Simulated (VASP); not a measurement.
# CeO (F-43m) in VASP: notebook

The runs below take CeO through single point, with PBEsol+U.

Program: VASP 6.6.1. These are calculated values, not measurements. Logs are shortened: lines on timing, memory, paths and dates and some standing lists are left out, and cuts for length are marked.

**1. The crystal as given**

Symmetry: F-43m, No. 216, cubic system. Conventional cell: a = 5.266 Å, b = 5.266 Å, c = 5.266 Å, α = 90.00°, β = 90.00°, γ = 90.00°. Ce (site symmetry -43m) is surrounded by 4 O at 2.28 Å. Around O (site symmetry -43m) lie 4 Ce at 2.28 Å.

The cell comes from a database or a generator and needn't be the stable form of this composition.

**2. Single point, PBEsol+U, collinear spin, antiferromagnetic start**

INCAR reads:

```
SYSTEM = CeO
PREC = Accurate
ENCUT = 520
EDIFF = 1E-7
ISMEAR = 0
SIGMA = 0.05
LREAL = .False.
LASPH = .True.
NELM = 100
ALGO = Normal
ISIF = 2
LWAVE = .False.
LCHARG = .False.
ISPIN = 2
MAGMOM = 1 -1 0 0
LORBIT = 11
LMAXMIX = 6
LDAU = .True.
LDAUTYPE = 2
LDAUL = 3 -1
LDAUU = 5 0
LDAUJ = 0 0
LDAUPRINT = 1
GGA = PS
NBANDS = 30
```

KPOINTS reads:

```
Automatic mesh
0
Gamma
  6 6 6
  0 0 0
```

POSCAR reads:

```
CeO
1.0
    5.2663653400      2.6331826700      2.6331826700
    2.6331826700      5.2663653400      2.6331826700
    2.6331826700      2.6331826700      5.2663653400
Ce O
2 2
Direct
    0.0000000000      0.0000000000      0.0000000000
    0.5000000000      0.5000000000      0.5000000000
    0.1250000000      0.1250000000      0.1250000000
    0.6250000000      0.6250000000      0.6250000000
```

Potentials or basis: VASP PAW PBE potentials, release 64 (Ce, O).

The run is started by

```
> cat potpaw_PBE.64/Ce/POTCAR potpaw_PBE.64/O/POTCAR > POTCAR
> mpirun -np 1 vasp_std > vasp.out
```

OUTCAR:

```text
SYSTEM = CeO
   PREC = Accurate
   ENCUT = 520
   EDIFF = 1E-7
   ISMEAR = 0
   LREAL = .False.
   LASPH = .True.
   NELM = 100
   ISIF = 2
   ISPIN = 2
   LORBIT = 11
   GGA = PS

 ion  position               nearest neighbor table
   1  0.000  0.000  0.000-   4 2.28   4 2.28   4 2.28   3 2.28
   2  0.500  0.500  0.500-   3 2.28   3 2.28   3 2.28   4 2.28
   3  0.125  0.125  0.125-   1 2.28   2 2.28   2 2.28   2 2.28
   4  0.625  0.625  0.625-   2 2.28   1 2.28   1 2.28   1 2.28

  LATTYP: Found a trigonal (rhomboedric) cell.
 ALAT       =     6.4499539410
 COS(alpha) =     0.8333333333

  Lattice vectors:

 A1 = (   5.2663653400,   2.6331826700,   2.6331826700)
 A2 = (   2.6331826700,   5.2663653400,   2.6331826700)
 A3 = (   2.6331826700,   2.6331826700,   5.2663653400)

Analysis of symmetry for initial positions (statically):
=====================================================================
 Subroutine PRICEL returns following result:

  LATTYP: Found a face centered cubic cell.
 ALAT       =     5.2663653400
[... 12 lines left out ...]
 Subroutine GETGRP returns: Found  6 space group operations
 (whereof  6 operations were pure point group operations)
 out of a pool of 12 trial point group operations.

The static configuration has the point symmetry C_3v.

Analysis of symmetry for dynamics (positions and initial velocities):
=====================================================================
 Subroutine PRICEL returns following result:

  LATTYP: Found a face centered cubic cell.
 ALAT       =     5.2663653400
[... 12 lines left out ...]
 Subroutine GETGRP returns: Found  6 space group operations
 (whereof  6 operations were pure point group operations)
 out of a pool of 12 trial point group operations.

The dynamic configuration has the point symmetry C_3v.

Analysis of structural, dynamic, and magnetic symmetry:
=====================================================================
 Subroutine PRICEL returns following result:

  LATTYP: Found a face centered cubic cell.
 ALAT       =     5.2663653400
[... 12 lines left out ...]
 Subroutine GETGRP returns: Found  6 space group operations
 (whereof  6 operations were pure point group operations)
 out of a pool of 12 trial point group operations.

The overall configuration has the point symmetry C_3v.

 Subroutine INISYM returns: Found  6 space group operations
 (whereof  6 operations are pure point group operations),
 and found     2 'primitive' translations

----------------------------------------------------------------------------------------

                                     Primitive cell

  volume of cell :      36.5151
[... 181 lines left out ...]
  o =  0.9103  v = -0.0041  1.0000 -0.0032  0.0051 -0.0032  0.0000  0.0041  0.0000  0.0000  0.0000  0.0000  0.0000  0.0000  0.0000      0.0000  0.0000  0.0000  0.0000  0.0000  0.0000  0.0000  0.0000  0.0000  0.0000  0.0000  0.0000  0.0000  0.0000

atom =   2  type =  1  l = 3

 onsite density matrix

spin component  1

  0.0104  0.0020  0.0008 -0.0008  0.0005  0.0000 -0.0007
  0.0020  0.0366  0.0015 -0.0025  0.0015  0.0000 -0.0020
  0.0008  0.0015  0.0100 -0.0006  0.0004 -0.0000 -0.0005
 -0.0008 -0.0025 -0.0006  0.0110 -0.0006  0.0000  0.0008
  0.0005  0.0015  0.0004 -0.0006  0.0100  0.0000 -0.0008
  0.0000  0.0000 -0.0000  0.0000  0.0000  0.0094  0.0000
 -0.0007 -0.0020 -0.0005  0.0008 -0.0008  0.0000  0.0104

spin component  2

  0.0137 -0.0037  0.0028  0.0015 -0.0008 -0.0002  0.0011
 -0.0037  0.9103 -0.0028  0.0046 -0.0028  0.0000  0.0037
  0.0028 -0.0028  0.0123  0.0010 -0.0009  0.0001  0.0008
  0.0015  0.0046  0.0010  0.0159  0.0010  0.0000 -0.0015
 -0.0008 -0.0028 -0.0009  0.0010  0.0123 -0.0001 -0.0028
 -0.0002  0.0000  0.0001  0.0000 -0.0001  0.0101 -0.0002
  0.0011  0.0037  0.0008 -0.0015 -0.0028 -0.0002  0.0137

 occupancies and eigenvectors

  o =  0.0093  v = -0.3536 -0.0000  0.4564 -0.0000 -0.4564  0.5774 -0.3536  0.0000  0.0000  0.0000  0.0000  0.0000  0.0000  0.0000      0.0000  0.0000  0.0000  0.0000  0.0000  0.0000  0.0000  0.0000  0.0000  0.0000  0.0000  0.0000  0.0000  0.0000
  o =  0.0095  v =  0.1497 -0.0000 -0.2059 -0.0017  0.4343  0.7991  0.3288  0.0000  0.0000  0.0000  0.0000  0.0000  0.0000  0.0000      0.0000  0.0000  0.0000  0.0000  0.0000  0.0000  0.0000  0.0000  0.0000  0.0000  0.0000  0.0000  0.0000  0.0000
  o =  0.0095  v = -0.4771 -0.0000  0.6118 -0.0079  0.4775 -0.1676  0.3767  0.0000  0.0000  0.0000  0.0000  0.0000  0.0000  0.0000      0.0000  0.0000  0.0000  0.0000  0.0000  0.0000  0.0000  0.0000  0.0000  0.0000  0.0000  0.0000  0.0000  0.0000
  o =  0.0099  v =  0.0000  0.0000  0.0000  0.0000  0.0000  0.0000  0.0000  0.1570  0.0000 -0.1682  0.0052  0.4361  0.7930  0.3579      0.0000  0.0000  0.0000  0.0000  0.0000  0.0000  0.0000  0.0000  0.0000  0.0000  0.0000  0.0000  0.0000  0.0000
  o =  0.0099  v =  0.0000  0.0000  0.0000  0.0000  0.0000  0.0000  0.0000 -0.4748  0.0000  0.6231  0.0214  0.4758 -0.1933  0.3494      0.0000  0.0000  0.0000  0.0000  0.0000  0.0000  0.0000  0.0000  0.0000  0.0000  0.0000  0.0000  0.0000  0.0000
  o =  0.0100  v =  0.5675 -0.0000  0.4346  0.0157 -0.4248  0.0081  0.5552  0.0000  0.0000  0.0000  0.0000  0.0000  0.0000  0.0000      0.0000  0.0000  0.0000  0.0000  0.0000  0.0000  0.0000  0.0000  0.0000  0.0000  0.0000  0.0000  0.0000  0.0000
  o =  0.0100  v =  0.3076 -0.0000  0.2472  0.8163  0.2638 -0.0002 -0.3292  0.0000  0.0000  0.0000  0.0000  0.0000  0.0000  0.0000      0.0000  0.0000  0.0000  0.0000  0.0000  0.0000  0.0000  0.0000  0.0000  0.0000  0.0000  0.0000  0.0000  0.0000
  o =  0.0105  v =  0.0000  0.0000  0.0000  0.0000  0.0000  0.0000  0.0000 -0.3536  0.0000  0.4564 -0.0000 -0.4564  0.5774 -0.3536      0.0000  0.0000  0.0000  0.0000  0.0000  0.0000  0.0000  0.0000  0.0000  0.0000  0.0000  0.0000  0.0000  0.0000
  o =  0.0122  v =  0.0000  0.0000  0.0000  0.0000  0.0000  0.0000  0.0000 -0.4564 -0.0089 -0.3535  0.5773 -0.3535  0.0000  0.4564      0.0000  0.0000  0.0000  0.0000  0.0000  0.0000  0.0000  0.0000  0.0000  0.0000  0.0000  0.0000  0.0000  0.0000
  o =  0.0123  v =  0.4493 -0.1759  0.3480 -0.5683  0.3480 -0.0000 -0.4493  0.0000  0.0000  0.0000  0.0000  0.0000  0.0000  0.0000      0.0000  0.0000  0.0000  0.0000  0.0000  0.0000  0.0000  0.0000  0.0000  0.0000  0.0000  0.0000  0.0000  0.0000
  o =  0.0176  v =  0.0000  0.0000  0.0000  0.0000  0.0000  0.0000  0.0000 -0.5397 -0.0000 -0.4328  0.0294  0.4497  0.0220 -0.5638      0.0000  0.0000  0.0000  0.0000  0.0000  0.0000  0.0000  0.0000  0.0000  0.0000  0.0000  0.0000  0.0000  0.0000
  o =  0.0176  v =  0.0000  0.0000  0.0000  0.0000  0.0000  0.0000  0.0000  0.3540 -0.0000  0.2506  0.8157  0.2188 -0.0008 -0.3142      0.0000  0.0000  0.0000  0.0000  0.0000  0.0000  0.0000  0.0000  0.0000  0.0000  0.0000  0.0000  0.0000  0.0000
  o =  0.0374  v = -0.0803 -0.9844 -0.0622  0.1016 -0.0622  0.0000  0.0803  0.0000  0.0000  0.0000  0.0000  0.0000  0.0000  0.0000      0.0000  0.0000  0.0000  0.0000  0.0000  0.0000  0.0000  0.0000  0.0000  0.0000  0.0000  0.0000  0.0000  0.0000
  o =  0.9103  v =  0.0000  0.0000  0.0000  0.0000  0.0000  0.0000  0.0000 -0.0041  1.0000 -0.0032  0.0051 -0.0032  0.0000  0.0041      0.0000  0.0000  0.0000  0.0000  0.0000  0.0000  0.0000  0.0000  0.0000  0.0000  0.0000  0.0000  0.0000  0.0000

 number of electron      36.0000004 magnetization      -0.0000000

 Free energy of the ion-electron system (eV)
  ---------------------------------------------------
  ext. energy  EPLUGINS =         0.00000000
  ---------------------------------------------------
  free energy    TOTEN  =       -30.84349498 eV

  energy without entropy =      -30.84030363  energy(sigma->0) =      -30.84189930

 E-fermi :   8.7333     XC(G=0): -10.9003

 val. band max:        8.7316885668   @ k =   0.5000   0.1667   0.1667
 cond. band min:       8.7492261692   @ k =   0.5000   0.0000   0.0000
 fundamental gap:      0.0175376024
 Fermi energy:         8.7332632213

 spin component 1

 k-point     1 :       0.0000    0.0000    0.0000
  band No.  band energies     occupation
      1     -26.7399      1.00000
      2     -26.2142      1.00000
      3     -13.2057      1.00000
      4     -11.2118      1.00000
      5      -9.1924      1.00000
      6      -9.1924      1.00000
[... 1577 lines left out ...]
     29      11.5857      0.00000
     30      11.6374      0.00000

 [... further k-points ...]

------------------------ aborting loop because EDIFF is reached ----------------------------------------

  FORCE on cell =-STRESS in cart. coord.  units (eV):
  Direction    XX          YY          ZZ          XY          YZ          ZX
  --------------------------------------------------------------------------------------
  -------------------------------------------------------------------------------------
  Total        8.8114788      8.8114788      8.8114788      0.1168920      0.1168920      0.1168920
  in kB      193.3109369    193.3109369    193.3109369      2.5644386      2.5644386      2.5644386
  external PRESSURE =     193.3109369 kB  Pullay stress =       0.0000000 kB

 VOLUME and BASIS-vectors are now :
 -----------------------------------------------------------------------------
  energy-cutoff  :      520.00
  volume of cell :       73.03
      direct lattice vectors                 reciprocal lattice vectors
     5.266365340  2.633182670  2.633182670     0.284826423 -0.094942141 -0.094942141
     2.633182670  5.266365340  2.633182670    -0.094942141  0.284826423 -0.094942141
     2.633182670  2.633182670  5.266365340    -0.094942141 -0.094942141  0.284826423

 POSITION                                       TOTAL-FORCE (eV/Angst)
 -----------------------------------------------------------------------------------
      0.00000      0.00000      0.00000        -0.054669     -0.054669     -0.054669
      5.26637      5.26637      5.26637        -0.054669     -0.054669     -0.054669
      1.31659      1.31659      1.31659         0.054669      0.054669      0.054669
      6.58296      6.58296      6.58296         0.054669      0.054669      0.054669
 -----------------------------------------------------------------------------------
    total drift:                                0.000099      0.000099      0.000099

  FREE ENERGIE OF THE ION-ELECTRON SYSTEM (eV)
  ---------------------------------------------------
  free  energy   TOTEN  =       -30.8434949815 eV

  energy  without entropy=      -30.8403036267  energy(sigma->0) =      -30.84189930

 total charge

# of ion       s       p       d       f       tot
--------------------------------------------------
    1        2.049   5.727   0.981   1.078   9.836
    2        2.049   5.727   0.981   1.078   9.836
    3        1.580   3.457   0.000   0.000   5.038
    4        1.580   3.457   0.000   0.000   5.038
--------------------------------------------------
tot          7.259  18.370   1.963   2.155  29.747

 magnetization (x)

# of ion       s       p       d       f       tot
--------------------------------------------------
    1        0.004   0.013   0.094   0.888   0.999
    2       -0.004  -0.013  -0.094  -0.888  -0.999
    3       -0.001   0.019   0.000   0.000   0.019
    4        0.001  -0.019   0.000   0.000  -0.019
--------------------------------------------------
tot          0.000   0.000  -0.000   0.000  -0.000
```

It took 6.9 min on 1 thread of Intel Xeon 6975P-C (Granite Rapids), shared host; peak memory 0.47 GiB.

What came out:

* Free energy: -30.8435 eV
* Pressure: 19.3 GPa
* Band gap on the k mesh: none (metal or under the smearing width)
* Net moment: 0.00 μB per cell
* Site moments: Ce +1.00, -1.00; O +0.02, -0.02 μB
* Valence electrons inside the program's atomic spheres: Ce 9.84; O 5.04

Stress tensor (GPa, compression positive):
```
19.33  0.26  0.26
 0.26 19.33  0.26
 0.26  0.26 19.33
```

Levels at points of the mesh, in eV from the Fermi level:
Spin up:
```tsv
k point	band 14	band 15	band 16	band 17	band 18	band 19	band 20	band 21	band 22	band 23
(0.00, 0.00, 0.00)	-6.16	-6.16	-5.30	-2.93	-0.95	0.38	1.60	1.73	1.73	2.06
(0.50, 0.00, 0.00)	-5.49	-5.33	-5.25	-2.17	-0.42	0.02	0.64	0.92	2.08	2.20
(0.50, 0.50, 0.00)	-5.30	-4.84	-4.84	-2.33	-0.47	0.23	0.78	1.66	1.80	1.80
(0.50, 0.50, 0.50)	-6.43	-6.39	-6.33	-2.69	-0.04	0.45	1.44	1.44	1.70	1.70
```
Spin down:
```tsv
k point	band 16	band 17	band 18	band 19	band 20	band 21
(0.00, 0.00, 0.00)	-5.30	-2.93	-0.95	0.38	1.60	1.73
(0.50, 0.00, 0.00)	-5.25	-2.17	-0.42	0.02	0.64	0.92
(0.50, 0.50, 0.00)	-4.84	-2.33	-0.47	0.23	0.78	1.66
(0.50, 0.50, 0.50)	-6.33	-2.69	-0.04	0.45	1.44	1.44
```

Eigenvalues of the final occupation matrices:
```csv
site,spin,trace,eigenvalues
site 1 f,1,0.99,0.01 0.01 0.01 0.01 0.02 0.02 0.91
site 1 f,2,0.10,0.01 0.01 0.01 0.01 0.01 0.01 0.04
site 2 f,1,0.10,0.01 0.01 0.01 0.01 0.01 0.01 0.04
site 2 f,2,0.99,0.01 0.01 0.01 0.01 0.02 0.02 0.91
```

Caveat: the magnetic or orbital state may not be the lowest; the PAW data sets were made with another functional, which shifts forces and pressure a little; spin-orbit coupling is left out, which moves the levels of the heavy elements.

**3. Single point, PBEsol+U, collinear spin, ferrimagnetic start**

This run uses another cell than the first one, of the same volume but with other edges.

INCAR reads:

```
PREC     = Accurate       # precision mode
ENCUT    = 520            # plane-wave cutoff, eV
EDIFF    = 1E-6           # SCF threshold, eV
ISMEAR   = 0              # smearing method
SIGMA    = 0.05           # smearing width, eV
LREAL    = F              # projectors in reciprocal space
LASPH    = T              # aspherical terms in the spheres
NELM     = 150            # most SCF steps
ALGO     = Normal         # electronic algorithm
ISIF     = 2              # what is computed and relaxed
LWAVE    = F              # write WAVECAR
LCHARG   = F              # write CHGCAR
ISPIN    = 2              # spin polarisation
MAGMOM   = 1 -0.5 0 0     # initial moments
LORBIT   = 11             # projections on sites
LMAXMIX  = 6              # l up to which the mixer works
LDAU     = T              # DFT+U
LDAUTYPE = 2            
LDAUL    = 3 -1           # shell
LDAUU    = 5 0            # U, eV
LDAUJ    = 0 0          
LDAUPRINT= 1            
GGA      = PS             # functional
NBANDS   = 30             # bands
```

KPOINTS reads:

```
Automatic mesh
0
Gamma
  6 6 6
```

POSCAR reads:

```
CeO
1.0
    0.0000000000      2.6331826700      2.6331826700
    2.6331826700      0.0000000000      2.6331826700
    5.2663653400      5.2663653400      0.0000000000
Ce O
2 2
Direct
    0.0000000000      0.0000000000      0.0000000000
    0.0000000000      0.0000000000      0.5000000000
    0.2500000000      0.2500000000      0.1250000000
    0.2500000000      0.2500000000      0.6250000000
```

Potentials or basis: VASP PAW PBE potentials, release 64 (Ce, O).

The run is started by

```
> cat potpaw_PBE.64/Ce/POTCAR potpaw_PBE.64/O/POTCAR > POTCAR
> mpirun -np 1 vasp_std > vasp.out
```

Wall time 3.2 min (1 thread of Intel Xeon 6975P-C (Granite Rapids), shared host); peak memory 0.31 GiB.

It converged, with:

```
Free energy                                           : -30.8496 eV
Pressure                                              : 19.7 GPa
Band gap on the k mesh                                : none (metal or under the smearing width)
Net moment                                            : 1.95 μB per cell
Site moments                                          : Ce +1.06, +0.81; O -0.03, -0.04 μB
Valence electrons inside the program's atomic spheres : Ce 9.84, 9.83; O 5.04
```

Levels at points of the mesh, in eV from the Fermi level:
Spin up:
```csv
k point,band 17,band 18,band 19,band 20,band 21,band 22
"(0.00, 0.00, 0.00)",-3.25,-2.23,-0.58,0.60,1.54,1.61
"(0.50, 0.00, 0.00)",-2.44,-2.25,-0.59,0.66,0.84,1.57
"(0.00, 0.00, 0.50)",-2.85,-2.41,0.26,0.82,1.32,1.32
"(0.50, 0.00, 0.50)",-2.28,-2.09,-0.52,-0.03,0.75,1.02
```
Spin down:
```csv
k point,band 15,band 16,band 17,band 18,band 19,band 20
"(0.00, 0.00, 0.00)",-6.16,-5.20,-1.71,0.25,1.86,1.94
"(0.50, 0.00, 0.00)",-4.84,-4.84,-0.35,0.23,0.41,1.86
"(0.00, 0.00, 0.50)",-6.35,-6.30,-0.45,0.13,1.64,1.64
"(0.50, 0.00, 0.50)",-5.27,-5.23,-0.30,0.14,0.56,0.80
```

Eigenvalues of the final occupation matrices:
| site | spin | trace | eigenvalues |
| --- | --- | --- | --- |
| site 1 f | 1 | 1.00 | 0.01 0.01 0.01 0.01 0.02 0.02 0.92 |
| site 1 f | 2 | 0.09 | 0.01 0.01 0.01 0.01 0.01 0.01 0.03 |
| site 2 f | 1 | 0.98 | 0.01 0.01 0.01 0.01 0.01 0.01 0.91 |
| site 2 f | 2 | 0.12 | 0.01 0.01 0.01 0.01 0.02 0.02 0.05 |

Caveat: the magnetic or orbital state may not be the lowest; the PAW data sets were made with another functional, which shifts forces and pressure a little; spin-orbit coupling is left out, which moves the levels of the heavy elements. The state reached can hang on the start; a lower one may exist.
